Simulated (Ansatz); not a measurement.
Crystal: Bi.

```
CELL_PARAMETERS angstrom
3.48860 -3.13258 0.00000
3.48860 3.13258 0.00000
-1.26023 0.00000 3.11355
ATOMIC_POSITIONS crystal
Bi 0.75306 0.75306 0.85738
Bi 0.24694 0.24694 0.14262
```

This isn't the form of Bi at room conditions, which is rhombohedral.

Base run:

- Program: Ansatz 0.2.0
- Functional: PBEsol
- Potentials or basis: all-electron PAW datasets made for the crystal
- Cutoff: 260 eV
- Density cutoff: 1040 eV
- k mesh: 6 × 6 × 9
- Occupations: fermi-dirac, width 0.05 eV
- Spin: no spin polarisation

Its results: pressure -2.4 GPa; largest force 0.059 eV/Å.

The run is repeated on the same cell with these changes: functional from PBEsol to LDA; potentials or basis from all-electron PAW datasets made for the crystal to all-electron LAPW, scalar-relativistic; cutoff from 260 eV to 190 eV; density cutoff from 1040 eV to 760 eV. What comes out?

Pressure -3.6 GPa; largest force 0.091 eV/Å.

Not every run made on this cell is shown here.
